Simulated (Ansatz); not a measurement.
# SnSe under changes of volume

One of the cells (27.271 Å³/atom); the others are scaled copies at fixed shape and fractional positions:

```
CELL_PARAMETERS angstrom
0.00000 3.01000 3.01000
3.01000 0.00000 3.01000
3.01000 3.01000 0.00000
ATOMIC_POSITIONS crystal
Sn 0.00000 0.00000 0.00000
Se 0.50000 0.50000 0.50000
```

Measurements of this composition are mostly on another form, of space group No. 62.

| Item | Value |
| --- | --- |
| Program | Ansatz 0.2.0 |
| Functional | LDA |
| Potentials or basis | Ansatz PAW |
| Cutoff | 420 eV (not typed: the program's choice for these potentials) |
| k mesh | 8 × 8 × 8 |
| Occupations | fermi-dirac, width 0.05 eV |
| Spin | no spin polarisation |

```tsv
volume (Å³/atom)	energy over the lowest point (meV/atom)	pressure (GPa)	gap on the mesh (eV)
25.635	0.00	-0.1	0.78
26.180	?	?	?
26.725	8.92	-2.4	0.70
27.271	18.76	-3.4	0.61
27.816	31.68	-4.2	0.53
28.362	47.35	-5.0	0.45
28.907	65.47	-5.7	0.38
```

What does the run at 26.180 Å³/atom give?

Energy over the lowest point 2.52 meV/atom; pressure -1.3 GPa; gap on the mesh 0.75 eV.

Worked out: A Birch-Murnaghan fit of order 3 (a polynomial in V^(-2/3)) to the other rows has its minimum at 25.58 Å³/atom, just outside them, with B0 = V·E''(V) = 60 GPa and B' = 4.3. It gives 2.53 meV/atom at 26.180 Å³/atom, against the run's 2.52, and -dE/dV = -1.3 GPa, against -1.3. A parabola through the other rows of the gap, of slope -2.55 eV per unit of ln V there, gives 0.74 eV, against the run's 0.75.

Energies are extrapolated to zero smearing.

Caveats: spin-orbit coupling is left out, which moves the levels of the heavy elements; the PAW data sets come from PBE, with cores solved anew for the run's functional, which leaves a small shift of forces and pressure.

A mesh can miss the band edges.
